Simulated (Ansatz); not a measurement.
## Ti$_{3}$Si: how the axes shrink under pressure

Ti$_{3}$Si, P6_3/mmc, a = 5.584 Å, c = 4.473 Å. The structure is a Materials Project entry; whether it is the stable form wasn't checked. Ansatz: PBEsol, PAW, 420 eV, Γ-centred 6×6×8 mesh on 8 atoms, Gaussian smearing 0.10 eV; no spin polarisation. Cell and atoms are relaxed at each pressure, and no other structure is tried, so the rows at high pressure may lie past a change of phase. y = 100 ln(c/c0) with c0 = 4.4732 Å, so nearly a change in per cent. The pressures are the targets, met within 0.05 GPa.

```
P (GPa) y  100 ln(a/a0)
   -2.0      ?             ?
    0.0   0.00          0.00
    2.0  -0.41         -0.47
    5.0  -0.97         -1.15
   10.0  -1.81         -2.19
   20.0  -3.25         -4.07
```

Problem. Fit y = c1 P + c2 P² to the other rows, give the linear compressibility along c, and predict the missing y.

Solution. Least squares on the rows shown. y = −0.2020 P + 0.001982 P². The linear compressibility along c is −c1/100 = 2.02 per TPa, against 2.36 along a from the same fit to the last column (its missing entry is 0.50): the crystal is softer along a at low pressure. With a term in P³ added, the coefficient of P becomes -0.2106, 4 % more, which shows how far this figure hangs on the form. At P = -2.0 the fit asked for gives 0.41. The run gave 0.43, so the fit is 0.02 too low, within twice the rms miss on the fitted rows (0.01).